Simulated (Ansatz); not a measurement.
TiCo:

```
CELL_PARAMETERS angstrom
2.98611 0.00000 0.00000
0.00000 2.98611 0.00000
0.00000 0.00000 2.98611
ATOMIC_POSITIONS crystal
Co 0.50000 0.50000 0.50000
Ti 0.00000 0.00000 0.00000
```

The cell comes from a database or a generator and needn't be the stable form of this composition.

```yaml
Program: Ansatz 0.2.0
Task: relaxation of cell and atoms
Functional: revPBE
Potentials_or_basis: Ansatz PAW
Cutoff: "420 eV (not typed: the program's choice for these potentials)"
k_mesh: 9 × 9 × 9
Occupations: fermi-dirac, width 0.05 eV
Spin: collinear spin, ferromagnetic start
Starting_moments: "[2.0, 1.0] μB"
```

At the start: volume 13.31 Å³/atom.

Q: How do energy, volume and symmetry change on relaxing?

A: It ends after 4 steps and the volume is 13.55 Å³/atom (+1.8 %); space group Pm-3m (No. 221, to 0.05 Å); moment 0.85 μB per cell.

Step by step:
| step | energy change (eV) | largest force (eV/Å) | volume (Å³) |
| --- | --- | --- | --- |
| 1 | 0.0000 | 0.0000 | 26.63 |
| 2 | -0.0038 | 0.0000 | 27.06 |
| 3 | -0.0038 | 0.0000 | 27.09 |
| 4 | -0.0040 | 0.0000 | 27.09 |

Final structure:
```yaml
crystal:
  lattice:
    - [3.00344, 0.00000, 0.00000]
    - [0.00000, 3.00344, 0.00000]
    - [0.00000, 0.00000, 3.00344]
  atoms:
    - { symbol: Co, position: [0.50000, 0.50000, 0.50000] }
    - { symbol: Ti, position: [0.00000, 0.00000, 0.00000] }
```

Caveat: the plane-wave basis is chosen anew once the cell has moved, so the energies of steps on either side of that aren't comparable; the PAW data sets come from PBE, with cores solved anew for the run's functional, which leaves a small shift of forces and pressure.
